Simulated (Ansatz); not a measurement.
# RbCl (Fm-3m): lattice thermal conductivity

How well does the lattice of RbCl conduct heat?

Measurements to reproduce:
- thermal conductivity 2.8 W/m/K near room temperature (given in “Combining the AFLOW GIBBS and Elastic Libraries to efficiently and robustly screen thermo-mechanical properties of solids”, 2017, arXiv:1611.05714)

Calculated with Ansatz 0.2.0; DFT LDA, scalar-relativistic, plane waves, PAW; PAW set soft_1.

The database entry behind the starting cell differs from later determinations by our own check (about 0.5 % short), so it need not match the best structure at ambient conditions.

## (1) Starting point

It takes space group Fm-3m (No. 225, cubic). The conventional cell has a = 6.548 Å, b = 6.548 Å, c = 6.548 Å, α = 90.00°, β = 90.00°, γ = 90.00°. Nearest to Rb lie 6 Cl at 3.27 Å. Cl has 6 Rb at 3.27 Å nearest. Farther neighbours and most contacts between anions are not listed.

## (2) Probe on a coarse mesh

Before spending time, one coarse run tells the gap and the pressure of the starting cell.

File input.yaml:

```yaml
crystal:
  lattice:
    - [0.0, 3.274, 3.274]
    - [3.274, 0.0, 3.274]
    - [3.274, 3.274, 0.0]
  atoms:
    - { symbol: Rb, position: [0.0, 0.0, 0.0] }
    - { symbol: Cl, position: [0.5, 0.5, 0.5] }
kpoints:
  mp_grid: { grid: [6, 6, 6] }
hamiltonian:
  xc: lda
  pseudopotentials: { kind: paw, azcp: { folder: soft_1 }, xc_functional: pbe }
scf:
  occupations: { method: gaussian, width: 0.1 }
  lower_state_search: "off"
output:
  forces: true
  stress: true
  eigenvalues: true
```

The run is started by

```bash
$ ansatz run input.yaml --threads 18 --pin off --max-ram 92160MiB --backend cuda --events-out ev --progress --plain --runs-dir out
```

Numbers of over 12 decimals in the logs are rounded to 6 here.

The log of the run:

```text
Engine: ansatz 0.2.0, aarch64-unknown-linux-gnu
Pseudopotentials: kind: paw
Pseudopotential: Rb, paw, valence charge 9, recommended cutoff 420 eV (normal), soft_1/Rb.paw.azcp
Pseudopotential: Cl, paw, valence charge 7, recommended cutoff 420 eV (normal), soft_1/Cl.paw.azcp
Functional definition: SPW92
  exchange = slater_x
  correlation = pw_c
device memory: the entry about to start is reckoned to put 0.7 GiB on a device that reports 182.5 GiB free
GPU FFT provider: cuFFT
GPU libraries: cuBLAS 13.8.1, cuFFT 12.4.0, cuSOLVER 12.3.2
GPU matrix products: emulated (plane waves: as basis.precision tells), large ones in fixed point in workspaces of 1.00 GiB
Crystal: 2 atoms, lattice volume = 70.189 Å³
Basis set: ecut = 420 eV, 1363 PW (Γ)
Bands: 12, of which v1, the nominal top of the filled ones, is band 8 counted from 1 (7 counted from 0)
Symmetry: 48 space group operations
Space group: Fm-3m (ITA 225), of the structure as read, at distance tolerance 4.1e-5 Å
k-points: 16 of 216
Non-local potential: Rb, projectors of the file, l = 0: 3, l = 1: 2, l = 2: 2
Non-local potential: Cl, projectors of the file, l = 0: 2, l = 1: 2, l = 2: 1
PAW form: soft (Blöchl's): semilocal exchange-correlation on the pseudo side does not see the compensation charge
PAW frozen core: Rb, regenerated for the run's functional, and the local potential with it (the file was generated under x = pbe(κ = 0.804, μ = 0.219515), c = pbe(β = 0.066725))
PAW frozen core: Cl, regenerated for the run's functional, and the local potential with it (the file was generated under x = pbe(κ = 0.804, μ = 0.219515), c = pbe(β = 0.066725))
PAW one-centre angular grid: Rb, 110 points (default); XC on 64 Gauss nodes
PAW one-centre angular grid: Cl, 110 points (default); XC on 64 Gauss nodes
Initial density: superposition of atomic densities (chi_scale 0.1, normalization cell, long waves kept (reshape's long-wave potential 0.00 eV rms))
Initial wavefunctions: pseudopotential atomic-orbital guess
GPU buffer pool allocated for 32768 grid points (all kernels)
GPU transforms: local potential and band sums: pruned to the plane-wave sphere, on 30×32×32
Functional: x = slater, c = lda
SCF iter   1: F=—  HF=-4219.559949 eV  |F-HF|=—  |Δ(HF+E_count)|=         —  Δρ=4.07e-2  dr2=2.12e0  ethr=3.10e-3  ⟨swp⟩=7.7  Hψ=1365  notcnv=0
preconditioner: auto → none  [insulator: Δε(μ)=3.363 eV  Ē_g=13.368 eV  σ=0.100 eV  W_gap=1.00  n_scr=14 (ndim 8)  ℏωp=16.6 eV  f_vac=0.000  D(μ)=0.00/eV (n_scr^D=0)  ε∞_Penn≈2.5]
SCF iter   2: F=—  HF=-4218.798931 eV  |F-HF|=—  |Δ(HF+E_count)|=   7.61e-1  Δρ=1.26e-2  dr2=1.79e-1  ethr=3.10e-3  ⟨swp⟩=3.6  Hψ=584  notcnv=0
SCF iter   3: F=—  HF=-4218.743781 eV  |F-HF|=—  |Δ(HF+E_count)|=   5.51e-2  Δρ=3.53e-3  dr2=1.25e-2  ethr=1.12e-3  ⟨swp⟩=2.4  Hψ=327  notcnv=0
SCF iter   4: F=—  HF=-4218.744032 eV  |F-HF|=—  |Δ(HF+E_count)|=   2.51e-4  Δρ=1.12e-3  dr2=7.78e-4  ethr=7.84e-5  ⟨swp⟩=2.0  Hψ=428  notcnv=0
SCF iter   5: F=—  HF=-4218.744318 eV  |F-HF|=—  |Δ(HF+E_count)|=   2.86e-4  Δρ=1.05e-4  dr2=1.37e-5  ethr=4.86e-6  ⟨swp⟩=1.5  Hψ=226  notcnv=0
SCF iter   6: F=—  HF=-4218.744314 eV  |F-HF|=—  |Δ(HF+E_count)|=   3.97e-6  Δρ=3.18e-5  dr2=7.00e-7  ethr=8.58e-8  ⟨swp⟩=2.0  Hψ=315  notcnv=0
SCF iter   7: F=-4218.744314 eV  HF=-4218.744314 eV  |F-HF|=7.57e-9  |Δ(HF+E_count)|=   2.44e-7  Δρ=4.20e-6  dr2=1.00e-8  ethr=6.25e-10  ⟨swp⟩=7.9  Hψ=1299  notcnv=0
SCF 1 converged in 7 iterations: F = -4218.744314 eV  dr2 = 1.00e-8
  greatest PAW one-centre occupation: 0.973 electrons in one spin orbital (limit 2), on the Rb atom at site 0 (counted from 0), in its partial waves of l = 0
SCF converged after 7 iterations
Free energy (F): -4218.744314 eV
Harris-Foulkes:  -4218.744314 eV  (|F-HF|=7.57e-9)
Internal energy: -4218.744314 eV  (E = F + TS)
E sigma→0 (E₀):  -4218.744314 eV
Fermi energy:    3.138467 eV
--- Per-component energies (eV) ---
  E_band       = -107.870080
  E_kinetic    = 334.234391
  E_local      = -804.756915  (includes V_loc(G=0)·N_el)
  E_nonlocal   = 224.673213
  E_hartree    = 215.334126
  E_xc         = -229.362373
  E_vxc        = -245.405792  (∫ρ·V_xc dr)
  E_paw        = -3152.989783  (= ΣΔE_a)
  E_vpaw       = -47.285079  (= ΣTr[D̂ρ^β])
  E_aug_tail   = 0.000093  (compensation charges beyond the density's cutoff)
  E_ewald      = -806.338818
  E_core_change = 0.461751  (= ΣΔE_core)
  E_smearing   = -0.000000  (= −TS)
  E_closure    = 0.000000  (closes the sum)
  Σ components = -4218.744314   (vs F -4218.744314, Δ=0.00e0)
--- Forces (eV/Å), atoms counted from 1 ---
  atom   1  Rb    -0.00000000    -0.00000000     0.00000000
  atom   2  Cl     0.00000000    -0.00000000     0.00000000
  max |Σ_I F_I| component: 1.10e-24 eV/Å
--- Stress (GPa, compression-positive) ---
       -1.406007       0.000000       0.000000
        0.000000      -1.406007       0.000000
        0.000000      -0.000000      -1.406007
  P = ⅓ Tr σ = -1.4060 GPa (-14.060 kbar)
--- Band table (eV; the first three rows and the last of 16) ---
  k-point 0: bands = [... 4 lower, -7.0295, 0.8390, 0.8390, 0.8390, 5.4355, 8.5563, 8.5563, 8.5563]
  k-point 1: bands = [... 4 lower, -7.0224, 0.5488, 0.7406, 0.7406, 6.0886, 8.3541, 8.9097, 8.9097]
  k-point 2: bands = [... 4 lower, -7.0088, 0.0820, 0.5558, 0.5558, 7.4550, 8.3354, 9.8903, 9.8903]
  k-point 15: bands = [... 4 lower, -7.0488, 0.4459, 0.5357, 0.6492, 7.3977, 9.0774, 9.3753, 10.4766]
```

Elapsed: 4.2 s, on 1 × NVIDIA GB200 with 18 threads of Arm Neoverse V2, shared host; peak memory 1 GiB; 2.5 s of CPU time.

In the SCF lines HF is the Harris–Foulkes energy and dr2 the Hartree energy of the density residual, in eV; the loop may stop once dr2 is under the threshold and the program's other checks hold. Hψ counts applications of the Hamiltonian.

This step gave:

* pressure: -1.406 GPa
* gap on the k-mesh: 4.597 eV
* volume per atom: 35.09 Å³/atom

The start is under -1.4 GPa at this level and looks like an insulator or semiconductor on this mesh.

## (3) Relaxation

The vibrations must be taken about the equilibrium of this functional, not about the starting cell, so the structure is relaxed.

Edit input.yaml of step 2 so:

```diff
@@ -14,3 +14,3 @@
 scf:
-  occupations: { method: gaussian, width: 0.1 }
+  occupations: { method: gaussian, width: 0.02 }
   lower_state_search: "off"
@@ -20 +20,6 @@
   eigenvalues: true
+relax:
+  adjacent_minimum: "off"
+  f_tol: 0.005
+  max_steps: 80
+  cell: { stress_tol: 0.05 }
```

The log of the run:

```text
[...]
Crystal: 2 atoms, lattice volume = 70.189 Å³
Basis set: ecut = 420 eV, 1363 PW (Γ)
Bands: 12, of which v1, the nominal top of the filled ones, is band 8 counted from 1 (7 counted from 0)
Symmetry: 48 space group operations
[...]
k-points: 16 of 216
[...]
SCF iter   1: F=—  HF=-4219.559893 eV  |F-HF|=—  |Δ(HF+E_count)|=         —  Δρ=4.07e-2  dr2=2.12e0  ethr=3.10e-3  ⟨swp⟩=8.2  Hψ=1410  notcnv=0
[...]
SCF iter   2: F=—  HF=-4218.798859 eV  |F-HF|=—  |Δ(HF+E_count)|=   7.61e-1  Δρ=1.26e-2  dr2=1.79e-1  ethr=3.10e-3  ⟨swp⟩=3.6  Hψ=584  notcnv=0
[...]
SCF iter   7: F=-4218.744314 eV  HF=-4218.744314 eV  |F-HF|=7.66e-9  |Δ(HF+E_count)|=   2.38e-7  Δρ=4.25e-6  dr2=1.02e-8  ethr=6.25e-10  ⟨swp⟩=7.4  Hψ=1252  notcnv=0
SCF 1 converged in 7 iterations: F = -4218.744314 eV  dr2 = 1.02e-8
[...]
relax step   1: F+E_penalty+E_count = -4218.74431422 eV  Δ(F+E_penalty+E_count) = +0.000e0 eV  max|allowed force component| = 7.669e-25 eV/Å  Δτ_max = 0.0000 Å  P = -1.406 GPa  Ω = 70.189 Å³  (7 SCF iters, dr2 threshold 1.00e-7 eV, accepted)
[...]
Crystal: 2 atoms, lattice volume = 67.241 Å³
[...]
iter 1 solved again at ethr=8.60e-6 eV; its pass at ethr=3.10e-3 eV (dr2=1.38e-3 eV) is discarded
[...]
SCF iter   2: F=—  HF=-4218.764258 eV  |F-HF|=—  |Δ(HF+E_count)|=   5.88e-4  Δρ=5.01e-4  dr2=1.44e-4  ethr=8.60e-6  ⟨swp⟩=3.2  Hψ=376  notcnv=0
[...]
SCF iter   5: F=-4218.764217 eV  HF=-4218.764217 eV  |F-HF|=1.93e-8  |Δ(HF+E_count)|=   3.32e-8  Δρ=6.09e-6  dr2=3.17e-8  ethr=1.25e-9  ⟨swp⟩=7.0  Hψ=1109  notcnv=0
SCF 2 converged in 5 iterations: F = -4218.764217 eV  dr2 = 3.17e-8
relax step   2: F+E_penalty+E_count = -4218.76421679 eV  Δ(F+E_penalty+E_count) = -1.990e-2 eV  max|allowed force component| = 2.240e-25 eV/Å  Δτ_max = 0.0000 Å  P = -0.718 GPa  Ω = 67.241 Å³  energy of the carried Pulay correction = +6.572e-5 eV  (5 SCF iters, dr2 threshold 2.00e-7 eV, accepted)
[...]
Crystal: 2 atoms, lattice volume = 64.418 Å³
Basis set: ecut = 420 eV, 1243 PW (Γ)
[...]
SCF iter   5: F=-4218.769636 eV  HF=-4218.769636 eV  |F-HF|=9.57e-9  |Δ(HF+E_count)|=   2.54e-7  Δρ=1.14e-5  dr2=1.01e-7  ethr=1.25e-9  ⟨swp⟩=4.5  Hψ=1303  notcnv=0
SCF 3 converged in 5 iterations: F = -4218.769636 eV  dr2 = 1.01e-7
[...]
relax step   3: F+E_penalty+E_count = -4218.76963642 eV  Δ(F+E_penalty+E_count) = -5.420e-3 eV  max|allowed force component| = 1.516e-24 eV/Å  Δτ_max = 0.0000 Å  P = +0.149 GPa  Ω = 64.418 Å³  energy of the carried Pulay correction = +1.314e-4 eV  (5 SCF iters, dr2 threshold 2.00e-7 eV, accepted)
[...]
relax step   4: F+E_penalty+E_count = -4218.76982812 eV  Δ(F+E_penalty+E_count) = -1.917e-4 eV  max|allowed force component| = 3.231e-26 eV/Å  Δτ_max = 0.0000 Å  P = +0.004 GPa  Ω = 64.841 Å³  energy of the carried Pulay correction = +1.214e-4 eV  (5 SCF iters, dr2 threshold 5.59e-8 eV, accepted)
[...]
SCF iter   1: F=—  HF=-4218.769716 eV  |F-HF|=—  |Δ(HF+E_count)|=         —  Δρ=4.33e-5  dr2=1.49e-7  ethr=4.36e-8  ⟨swp⟩=5.2  Hψ=2206  notcnv=0
[...]
SCF iter   2: F=—  HF=-4218.769714 eV  |F-HF|=—  |Δ(HF+E_count)|=   1.87e-6  Δρ=2.12e-5  dr2=3.44e-8  ethr=9.29e-10  ⟨swp⟩=2.5  Hψ=311  notcnv=0
[...]
SCF iter   4: F=-4218.769714 eV  HF=-4218.769714 eV  |F-HF|=2.73e-12  |Δ(HF+E_count)|=   1.50e-9  Δρ=3.04e-7  dr2=1.35e-11  ethr=1.00e-12  ⟨swp⟩=6.6  Hψ=1267  notcnv=0
SCF 5 converged in 4 iterations: F = -4218.769714 eV  dr2 = 1.35e-11
relax step   5: F+E_penalty+E_count = -4218.76971429 eV  Δ(F+E_penalty+E_count) = +1.138e-4 eV  max|allowed force component| = 7.068e-28 eV/Å  Δτ_max = 0.0000 Å  P = +0.004 GPa  Ω = 64.841 Å³  stress off target by 3.51e-3 GPa  SCF on the basis re-selected at this cell (its energy is not comparable with the rows above)  (4 SCF iters)
basis re-selected at this cell: Δ(F+E_penalty+E_count) = +1.138e-4 eV, ΔP = -0.001 GPa vs the last step (what re-selecting the basis moved, of the pressure what is left beyond the Pulay correction that the steps carried, after the strain that the cell walked since its last selection, with what the two solves' SCF thresholds leave and, on support functions, any second-order correction that the steps lacked; it is no m [...]
SCF converged after 4 iterations
Free energy (F): -4218.769714 eV
[...]
Internal energy: -4218.769714 eV  (E = F + TS)
E sigma→0 (E₀):  -4218.769714 eV
Fermi energy:    3.832439 eV
[...]
--- Stress (GPa, compression-positive) ---
        0.003507      -0.000000      -0.000000
       -0.000000       0.003507      -0.000000
       -0.000000      -0.000000       0.003507
  P = ⅓ Tr σ = 0.0035 GPa (0.035 kbar)
--- Band table (eV; the first three rows and the last of 16) ---
  k-point 0: bands = [... 4 lower, -6.2928, 1.4072, 1.4072, 1.4072, 6.2576, 9.1518, 9.1518, 9.1518]
  k-point 1: bands = [... 4 lower, -6.2789, 1.0751, 1.2860, 1.2860, 6.9644, 8.9613, 9.5343, 9.5343]
  k-point 2: bands = [... 4 lower, -6.2519, 0.5436, 1.0608, 1.0608, 8.3815, 9.0333, 10.6031, 10.6031]
  k-point 15: bands = [... 4 lower, -6.3125, 0.9536, 1.1201, 1.2267, 7.9635, 9.8637, 10.3418, 11.4110]
--- Relaxed structure (4 steps of the walk, 4 accepted, 1 SCFs on fresh bases) ---
  F+E_penalty+E_count = -4218.76971429 eV   max|allowed force component| = 7.068e-28 eV/Å   (the final SCF, on the basis selected at the relaxed cell)
  cell:  # Å, volume = 64.8413 Å³
    - [0, 3.188653, 3.188653]
    - [3.188653, 0, 3.188653]
    - [3.188653, 3.188653, 0]
  atoms:
    - { symbol: Rb, position: [0, 0, 0] }
    - { symbol: Cl, position: [0.5, 0.5, 0.5] }
```

Elapsed: 4.7 s, on 1 × NVIDIA GB200 with 18 threads; peak memory 1 GiB.

The steps of the relaxation:

| step | energy less that of the first step (eV) | largest force component (eV/Å) | pressure (GPa) | volume (Å³) |
| --- | --- | --- | --- | --- |
| 1 | 0.0000 | 0.0000 | -1.41 | 70.19 |
| 2 | -0.0199 | 0.0000 | -0.72 | 67.24 |
| 3 | -0.0253 | 0.0000 | 0.15 | 64.42 |
| 4 | -0.0255 | 0.0000 | 0.00 | 64.84 |
| 5* | -0.0254 | 0.0000 | 0.00 | 64.84 |

Relaxation steps marked * repeat the geometry before them on a plane-wave basis chosen anew for their cell, so energy and pressure can jump there.

Forces are held to the 48 operations that the run works with; a distortion that breaks them can't arise in this run.

| conventional cell, symmetrised | before | after | change |
| --- | --- | --- | --- |
| a (Å) | 6.548 | 6.377 | -2.6 % |
| b (Å) | 6.548 | 6.377 | -2.6 % |
| c (Å) | 6.548 | 6.377 | -2.6 % |
| volume (Å³/atom) | 35.09 | 32.42 | -7.6 % |

Final coordinates:

```xyz
2
Lattice="0.0000 3.1887 3.1887 3.1887 0.0000 3.1887 3.1887 3.1887 0.0000" Properties=species:S:1:pos:R:3 pbc="T T T"
Rb    0.0000    0.0000    0.0000
Cl    3.1887    3.1887    3.1887
```

Numbers from this step:

```yaml
pressure: 0.003507 GPa
gap_on_the_k_mesh: 4.850 eV
volume_per_atom: 32.42 Å³/atom
```

The relaxation ends with a pressure of 0.00 GPa.

## (4) Tight relaxation

The relaxation is repeated with tighter thresholds on force and stress, since phonons are sensitive to what is left; a change of mesh or smearing in the input moves the cell too.

input.yaml, the sections that differ from step 3:

```yaml
crystal:
  lattice:
    - [0.0, 3.1886530744, 3.1886530744]
    - [3.1886530744, 0.0, 3.1886530744]
    - [3.1886530744, 3.1886530744, 0.0]
  atoms:
    - { symbol: Rb, position: [0.0, 0.0, 0.0] }
    - { symbol: Cl, position: [0.5, 0.5, 0.5] }
scf:
  occupations: { method: fixed }
  lower_state_search: "off"
relax:
  adjacent_minimum: "off"
  f_tol: 0.001
  max_steps: 60
  cell: { stress_tol: 0.01 }
# kpoints, hamiltonian, output: as in step 3
```

The log of the run:

```text
[...]
GPU FFT provider: cuFFT
GPU libraries: cuBLAS 13.8.1, cuFFT 12.4.0, cuSOLVER 12.3.2
[...]
Crystal: 2 atoms, lattice volume = 64.841 Å³
Basis set: ecut = 420 eV, 1243 PW (Γ)
Bands: 12, of which v1, the nominal top of the filled ones, is band 8 counted from 1 (7 counted from 0)
Symmetry: 48 space group operations
[...]
k-points: 16 of 216
[...]
k-point 15: bands = [... 4 lower, -6.3125, 0.9536, 1.1201, 1.2267, 7.9635, 9.8637, 10.3418, 11.4110]
--- Relaxed structure (1 steps of the walk, 1 accepted, 1 SCFs on fresh bases) ---
[...]
cell:  # Å, volume = 64.8413 Å³
    - [0.0, 3.1886530744, 3.1886530744]
    - [3.1886530744, 0.0, 3.1886530744]
    - [3.1886530744, 3.1886530744, 0.0]
  atoms:
    - { symbol: Rb, position: [0.0, 0.0, 0.0] }
    - { symbol: Cl, position: [0.5, 0.5, 0.5] }
[key lines of the parts left out:]
SCF converged after 5 iterations
Free energy (F): -4218.769714 eV
Fermi energy:    1.407204 eV
P = ⅓ Tr σ = 0.0035 GPa (0.035 kbar)
```

Elapsed: 2.8 s, on 1 × NVIDIA GB200 with 18 threads; peak memory 1 GiB.

Little changed from the start: no atom moved by 0.005 Å and no cell edge by 0.1 %.

Numbers from this step:

```yaml
pressure: 0.003506 GPa
```

The residual pressure is 0.0035 GPa, small enough for phonons.

(Continued in part 2 of 2.)

[Logs are printed without paths, hosts, clocks, repeated set-up lines and the standing remarks that a program may print on its own settings, such as how far it seeks lower states.]

[Hosts, paths, dates, database ids (printed as entryN), source tags and the programs' standing remarks are cut or masked in the printed files.]

[A step with changed settings may run another functional than the one named; its input shows which.]
